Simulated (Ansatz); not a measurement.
How far is PAW off for Bi?

```
CELL_PARAMETERS angstrom
2.19400 1.21891 3.90022
-2.35199 1.28710 3.96841
-0.01994 -2.68394 3.99337
ATOMIC_POSITIONS crystal
Bi 0.23389 0.23389 0.23389
Bi 0.76611 0.76611 0.76611
```

Atom numbers follow the list: Bi1, Bi2.

The structure is an experimental refinement, used without relaxation. The listed cell was then made from it by scaling, straining or moving an atom.

No spin–orbit coupling, which matters for the heavy atoms here.

Methods: DFT, PBE, PAW with Ansatz's default frozen-core files, scalar-relativistic (Ansatz 0.2.0); DFT, PBE, all-electron LAPW, scalar-relativistic (Ansatz 0.2.0).

For PAW: a Γ-centred 11×11×11 k mesh, Fermi–Dirac smearing of 0.03 eV, cutoff 420 eV, no spin polarisation. LAPW targets a basis error of 0.25 meV/atom. The Ansatz runs share mesh, smearing and spin set-up. Plane-wave (PAW) pressures include the program's estimate of the Pulay term.

Stress and pressure are positive in compression.

The change that made this cell: equal xy, yz and zx engineering shear strains of -3 %.

PAW results:

| quantity | PAW |
| --- | --- |
| pressure (GPa) | 1.85 |
| stress xx (GPa) | 1.03 |
| stress yy (GPa) | 2.60 |
| stress zz (GPa) | 1.94 |
| stress yz (GPa) | 1.43 |
| stress xz (GPa) | 0.61 |
| stress xy (GPa) | 0.21 |
| force on Bi1, z (eV/Å) | 0.189 |

(1) What does LAPW (all electrons) give for the same quantities?

Answers

(1) 
```tsv
quantity	LAPW
pressure (GPa)	1.87
stress xx (GPa)	1.05
stress yy (GPa)	2.61
stress zz (GPa)	1.95
stress yz (GPa)	1.43
stress xz (GPa)	0.61
stress xy (GPa)	0.21
force on Bi1, z (eV/Å)	0.190
```
